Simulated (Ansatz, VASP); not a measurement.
Given: the input of a run of Ansatz 0.2.0 on Al.

input.yaml

```yaml
crystal:
  lattice:
    - [0.0, 2.0645171409, 2.0645171409]
    - [2.0645171409, 0.0, 2.0645171409]
    - [2.0645171409, 2.0645171409, 0.0]
  atoms:
    - { symbol: Al, position: [0.0, 0.0, 0.0] }
hamiltonian:
  xc: rpbe
  pseudopotentials: { kind: paw }
  dispersion: d4
kpoints:
  mp_grid: { grid: [11, 11, 11] }
scf:
  occupations: { method: fermi_dirac, width: 0.05 }
output:
  forces: true
  stress: true
  eigenvalues: true
```

Potentials or basis: Ansatz PAW.

The run is started by

```bash
$ ansatz run input.yaml --threads 2 --pin off --max-ram 5120MiB --backend cpu --events-out ev --progress --plain --runs-dir out
```

Question: Set up the same calculation for VASP 6.6.1. Potentials there: VASP PAW PBE potentials, release 64 (Al).

Answer: As run (the cutoff follows the program's own potentials):

INCAR

```
SYSTEM = Al
PREC     = Accurate       ! precision mode
ENCUT    = 520            ! plane-wave cutoff, eV
EDIFF    = 1E-6           ! SCF threshold, eV
ISMEAR   = -1             ! smearing method
SIGMA    = 0.05           ! smearing width, eV
LREAL    = .False.        ! projectors in reciprocal space
LASPH    = .True.         ! aspherical terms in the spheres
NELM     = 80             ! most SCF steps
ALGO     = Normal         ! electronic algorithm
ISIF     = 2              ! what is computed and relaxed
LWAVE    = .False.        ! write WAVECAR
LCHARG   = .False.        ! write CHGCAR
GGA      = RP             ! functional
IVDW     = 13             ! dispersion correction
NBANDS   = 8              ! bands
```

Contents of KPOINTS:

```
regular mesh
0
Gamma
  11 11 11
  0 0 0
```

The input POSCAR:

```
Al
1.0
    0.0000000000      2.0645171409      2.0645171409
    2.0645171409      0.0000000000      2.0645171409
    2.0645171409      2.0645171409      0.0000000000
Al
1
Direct
    0.0000000000      0.0000000000      0.0000000000
```

Potentials or basis: VASP PAW PBE potentials, release 64 (Al).

Run with:

```console
$ cat potpaw_PBE.64/Al/POTCAR > POTCAR
$ mpirun -np 1 vasp_std > vasp.out
```

Both were run:

|  | VASP | Ansatz | Ansatz less VASP |
| --- | --- | --- | --- |
| gap on the k mesh at the Fermi level (eV) | none | none | - |
| pressure (GPa) | -8.6 | -8.4 | +0.16 |
| dispersion energy (meV/atom) | -619.7 | -619.8 | -0.12 |

A gap of «none» marks a metal or a gap that the smearing closes.

Caveats: pairwise dispersion overbinds metals, which lowers pressure and volume; the PAW data sets were made with another functional, which shifts forces and pressure a little (VASP); the PAW data sets come from PBE, with cores solved anew for the run's functional, which leaves a small shift of forces and pressure (Ansatz).
